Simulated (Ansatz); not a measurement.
Results of r²SCAN0 (Ansatz, a program for electronic structure, PAW) for zinc-blende AlSb.

Run with plane-wave cutoff 600 eV, 8×8×8 k mesh, scalar-relativistic PAW data made under PBE.

Cell (relaxed at this level):

```cif
data_AlSb
_chemical_formula_sum 'Al1 Sb1'
_space_group_name_H-M_alt 'P 1'
_space_group_IT_number 1
_cell_length_a 4.34392
_cell_length_b 4.34392
_cell_length_c 4.34392
_cell_angle_alpha 60.000
_cell_angle_beta 60.000
_cell_angle_gamma 60.000
loop_
_space_group_symop_operation_xyz
  'x, y, z'
loop_
_atom_site_label
_atom_site_type_symbol
_atom_site_fract_x
_atom_site_fract_y
_atom_site_fract_z
_atom_site_occupancy
Al1 Al 0.00000 0.00000 0.00000 1
Sb1 Sb 0.75000 0.75000 0.75000 1
```

Question: Predict the Voigt–Reuss–Hill bulk modulus, polycrystal shear modulus (Hill average), Poisson ratio, elastic constant C12, elastic constant C44 and elastic constant C11.

Answer: 
* **Voigt–Reuss–Hill bulk modulus**: 60.3 GPa
* **polycrystal shear modulus (Hill average)**: 34.9 GPa
* **Poisson ratio**: 0.257
* **elastic constant C12**: 43.9 GPa
* **elastic constant C44**: 44.2 GPa
* **elastic constant C11**: 93.1 GPa

Measured, for comparison: elastic constant C12 43.4 GPa, elastic constant C44 40.8 GPa, elastic constant C11 87.7 GPa (temperature not stated, not corrected to a static lattice; as tabulated in Oses et al. (2018), arXiv:1811.08464). Computed (rounded) less measured: elastic constant C12 +1 %, elastic constant C44 +8 %, elastic constant C11 +6 %. A static lattice is as a rule a little smaller and stiffer than an uncorrected measurement, which narrows the difference in the elastic constant C12, elastic constant C44, elastic constant C11 and would widen misses of the other sign.

Elastic constants are with the ions relaxed.

Spin–orbit coupling is not included.

Static lattice: no zero-point or thermal effects.

Computing time: roughly 2.6 core-hours.
